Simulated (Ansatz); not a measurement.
The system is CuO.

```
CELL_PARAMETERS angstrom
4.16094 0.00000 0.00000
0.00000 4.16094 0.00000
0.00000 0.00000 3.88764
ATOMIC_POSITIONS crystal
Cu 0.50000 0.00000 0.50000
Cu 0.00000 0.50000 0.50000
Cu 0.00000 0.00000 0.00000
O 0.00000 0.00000 0.50000
O 0.50000 0.00000 0.00000
O 0.00000 0.50000 0.00000
```

Measurements of this composition are mostly on another form, of space group No. 15.

Base run:

| Quantity | Value |
| --- | --- |
| Program | Ansatz 0.2.0 |
| Functional | r2SCAN |
| Potentials or basis | Ansatz PAW |
| Cutoff | 500 eV (not typed: the program's choice for these potentials) |
| k mesh | 7 × 7 × 7 |
| Occupations | fermi-dirac, width 0.05 eV |
| Spin | no spin polarisation |

Its results: band gap on the k mesh none (metal or under the smearing width); pressure -4.8 GPa.

Problem. The run is repeated on the same cell with these changes: functional from r2SCAN to PBE; cutoff from 500 eV (not typed: the program's choice for these potentials) to 300 eV. What comes out?

Solution. Band gap on the k mesh none (metal or under the smearing width); pressure 0.8 GPa.

Caveats: an odd number of electrons without spin polarisation forces a metal; a magnetic or distorted state may lie lower; the run has no spin polarisation, though such a crystal can be magnetic; semilocal functionals often make such compounds metallic where correlation or magnetic order opens a gap, which also shifts bond lengths; the PAW data sets come from PBE, with cores solved anew for the run's functional, which leaves a small shift of forces and pressure (some runs); the pressure holds a Pulay correction of +37.9 GPa for the finite cutoff (some runs); the cutoff lies under the one recommended for these potentials (some runs).
